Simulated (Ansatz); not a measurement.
Theory: DFT PBE, scalar-relativistic, plane waves, PAW in Ansatz 0.2.0. All cells share a 420 eV cutoff and Γ-centred k meshes spaced at most about 0.3 Å⁻¹ (about 0.25 or finer for metals, 2π included). No spin polarisation.

These are static total energies at zero pressure.

Compare these two cells of Mg₃Ge₃N₂, each relaxed at this level.

A.

```
CELL_PARAMETERS angstrom
1.61628 0.93316 13.86166
-1.61628 0.93316 13.86166
0.00000 -1.86632 13.86166
ATOMIC_POSITIONS crystal
Mg 0.71961 0.71961 0.71961
Mg 0.28039 0.28039 0.28039
Mg 0.00000 0.00000 0.00000
Ge 0.88257 0.88257 0.88257
Ge 0.11743 0.11743 0.11743
Ge 0.50000 0.50000 0.50000
N 0.36586 0.36586 0.36586
N 0.63414 0.63414 0.63414
```

B.

```
CELL_PARAMETERS angstrom
3.23276 0.00000 0.00000
-1.61638 2.79966 0.00000
0.00000 0.00000 13.97060
ATOMIC_POSITIONS crystal
Mg 0.66667 0.33333 0.15577
Mg 0.33333 0.66667 0.84423
Mg 0.00000 0.00000 0.00000
Ge 0.66667 0.33333 0.65283
Ge 0.33333 0.66667 0.34717
Ge 0.00000 0.00000 0.50000
N 0.33333 0.66667 0.09652
N 0.66667 0.33333 0.90348
```

**Question.** Which is lower in energy, and by how much?

**Answer.** They are level within the accuracy (1 meV/atom apart, with A the lower in these runs). A has space group R-3m (No. 166), 15.7 Å³/atom and no gap on its mesh; B has space group P-3m1 (No. 164), 15.8 Å³/atom and no gap. In A, Mg on a site of symmetry 3m has 3 N at 2.05 Å, 3 Mg at 2.89 Å, 6 Mg at 3.23 Å and 3 Ge at 3.27 Å; around Ge on a site of symmetry 3m lie 3 Ge at 2.77 Å, 6 Ge at 3.23 Å and 3 Mg at 3.27 Å; N has 3 Mg at 2.05 Å and 3 Mg at 2.31 Å; 2 more sites not described. In B, around Mg on a site of symmetry 3m lie 3 N at 2.04 Å, 3 Mg at 2.87 Å, 6 Mg at 3.23 Å and 3 Ge at 3.26 Å; around Ge on a site of symmetry 3m lie 3 Ge at 2.84 Å, 6 Ge at 3.23 Å, 3 Mg at 3.26 Å and 1 N at 3.50 Å; N has 3 Mg at 2.04 Å, 3 Mg at 2.30 Å, 9 N at 3.23–3.28 Å and 1 Ge at 3.50 Å; 2 more sites not described. Both come from invented guesses.

The k mesh leaves some 4 meV/atom of noise in the energy of each metallic cell. Cells relaxed within their symmetry can be saddle points.
